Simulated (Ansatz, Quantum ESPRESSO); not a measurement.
**Equation of state of zinc blende BN**

How stiff is zinc blende BN under hydrostatic load? Each row relaxes cell and atoms at a set pressure. The phase is followed to these pressures whether or not it stays the stable one.

Calculated with Ansatz 0.2.0, PBEsol, PAW files of the set soft_1, cutoff 600 eV, Fermi–Dirac smearing 0.02 eV, k-mesh 13×13×13, no spin polarisation, no spin-orbit coupling.

Reference cell, relaxed at zero pressure with PBEsol (F-43m): a = 2.5492 Å, b = 2.5492 Å, c = 2.5492 Å, α = 60.00°, β = 60.00°, γ = 60.00°.

```
atom       x       y       z
   N  0.7500  0.7500  0.7500
   B  0.0000  0.0000  0.0000
```

```
V (Å³/atom)    V/V0  P (GPa)  E − E0 (meV/atom)
     5.9196  1.0107   −3.999                0.8
     5.7835  0.9874    4.998                1.1
     5.7138  0.9756    9.994                4.4
     5.6477  0.9643   14.995                9.5
     5.5851  0.9536   19.987               16.4
```

V0 = 5.8570 Å³ an atom, where the residual pressure P0 is +0.015 GPa. **Question.** Fit the Birch–Murnaghan law and give the pressure and the energy at V = 5.4683 Å³ an atom, a row left out above.

With the Eulerian strain f = ½[(V0/V)^(2/3) − 1] and F = (P − P0)/[3f(1 + 2f)^(5/2)], the third-order law is the line F = B0 + (3/2) B0 (B′ − 4) f.

| f | F (GPa) |
| --- | --- |
| 0.01610 | 382.03 |
| 0.01228 | 382.76 |
| 0.00832 | 383.66 |
| 0.00423 | 384.74 |
| −0.00353 | 385.68 |

A straight line through the 5 rows: the means are 0.00748 for f and 383.77 for F, Σ(Δx)² = 0.0002298 and ΣΔxΔy = −0.04412, so the slope is −0.04412/0.0002298 = −191.97 and the intercept 383.77 − (−191.97)(0.00748) = 385.21.

Hence B0 = 385.2 GPa and B′ = 4 + (−192.0)/(1.5 × 385.2) = 3.67. For the withheld volume f = 0.02342, F = 380.71 GPa and P = 30.01 GPa, an extrapolation past the fitted rows. The run itself gives 30.00 GPa, so the estimate misses by 0.01 GPa, a rounding's worth.

Integrating the same law gives E − E0 = (9/2) B0 V0 f²[1 + (B′ − 4) f] + P0(V0 − V), with 1 GPa Å³ = 6.2415 meV: 34.5 meV an atom. The run itself gives 34.5 meV, so the estimate misses by 0.0 meV, a rounding's worth.

The same fit over all rows at other levels or in other programs gives B0 = 386 GPa with PBEsol (Quantum ESPRESSO, GBRV).

Measured bulk modulus: 395 GPa (arxiv:cond-mat/0702656), against 385 GPa here (−2 %).

The calculation is for a static lattice, while measurements hold thermal and zero-point motion.

[Logs are printed without paths, hosts, clocks, repeated set-up lines and the standing remarks that a program may print on its own settings, such as how far it seeks lower states.]
